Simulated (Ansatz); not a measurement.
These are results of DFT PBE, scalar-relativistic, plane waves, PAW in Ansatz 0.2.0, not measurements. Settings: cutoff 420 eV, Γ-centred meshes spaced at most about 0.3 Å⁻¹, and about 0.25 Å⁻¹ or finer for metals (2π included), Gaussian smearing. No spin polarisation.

All energies are static (0 K, no zero-point motion).

Question: Order these relaxed structures of Mg₃Zn₂O by energy, lowest first, with the energy over the lowest of them.
A.

Space group Cmmm (No. 65). a = 4.635 Å, b = 12.024 Å, c = 4.509 Å, α = 90.00°, β = 90.00°, γ = 90.00°
```json
{"atom": "Mg", "site": "4i", "symmetry": "m2m", "x": "0.5000", "y": "0.1533", "z": "0.0000"}
{"atom": "Mg", "site": "2d", "symmetry": "mmm", "x": "0.0000", "y": "0.0000", "z": "0.5000"}
{"atom": "Zn", "site": "4f", "symmetry": "..2/m", "x": "0.2500", "y": "0.2500", "z": "0.5000"}
{"atom": "O", "site": "2b", "symmetry": "mmm", "x": "0.5000", "y": "0.0000", "z": "0.0000"}
```

B.

Space group R-3m:H (No. 166). a = 5.840 Å, b = 5.840 Å, c = 9.682 Å, α = 90.00°, β = 90.00°, γ = 120.00°
```
atom  site  symmetry       x       y       z
  Mg    9d      .2/m  0.1667  0.3333  0.8333
  Zn    6c        3m  0.3333  0.6667  0.2865
   O    3a       -3m  0.0000  0.0000  0.0000
```

Answer: B (0 meV/atom), A (176 meV/atom). Counting Mg or Zn atoms around O (for each partner element, those within 1.25 times its shortest distance or 1.15 times the sum of covalent radii, where it is the nearest in units of that sum or under 1.3): B has O 6; A has O 2. Both come from invented guesses. The lowest form computed isn't among them: it has space group P6_3/mmc (No. 194), 16.7 Å³/atom and lies 35 meV/atom below the best shown.

Cells relaxed within their symmetry can be saddle points. Some structure types and database cells were kept out of the candidates from the start, so a known form may be missing.
